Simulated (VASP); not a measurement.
BeTe under changes of volume

One of the cells (21.679 Å³/atom); the others are scaled copies at fixed shape and fractional positions:

```
Te Be
1.0
     0.00000    2.78834    2.78834
     2.78834    0.00000    2.78834
     2.78834    2.78834    0.00000
Te Be
1 1
Direct
  0.75000 0.75000 0.75000
  0.00000 0.00000 0.00000
```

```yaml
Program: VASP 6.6.1
Functional: PBE
Potentials_or_basis: VASP PAW PBE potentials, release 64 (Te, Be)
Cutoff: 520 eV
k_mesh: 8 × 8 × 8
Occupations: fermi-dirac, width 0.05 eV
Spin: no spin polarisation
```

```csv
volume (Å³/atom),energy over the lowest point (meV/atom),pressure (GPa),gap on the mesh (eV)
19.979,74.29,9.6,1.68
20.404,51.41,7.7,1.74
20.829,33.26,6.0,1.79
21.679,9.49,3.1,1.90
22.104,?,?,?
22.529,0.00,0.6,2.00
```

What does the run at 22.104 Å³/atom give?

Energy over the lowest point 3.13 meV/atom; pressure 1.8 GPa; gap on the mesh 1.95 eV.

Worked out: A Birch-Murnaghan fit of order 3 (a polynomial in V^(-2/3)) to the other rows has its minimum at 22.76 Å³/atom, just outside them, with B0 = V·E''(V) = 57 GPa and B' = 4.0. It gives 3.12 meV/atom at 22.104 Å³/atom, against the run's 3.13, and -dE/dV = 1.8 GPa, against 1.8. A straight line through the other rows of the gap, of slope 2.66 eV per unit of ln V, gives 1.95 eV, against the run's 1.95.

Energies are extrapolated to zero smearing.

Caveats: spin-orbit coupling is left out, which moves the levels of the heavy elements.

A mesh can miss the band edges.
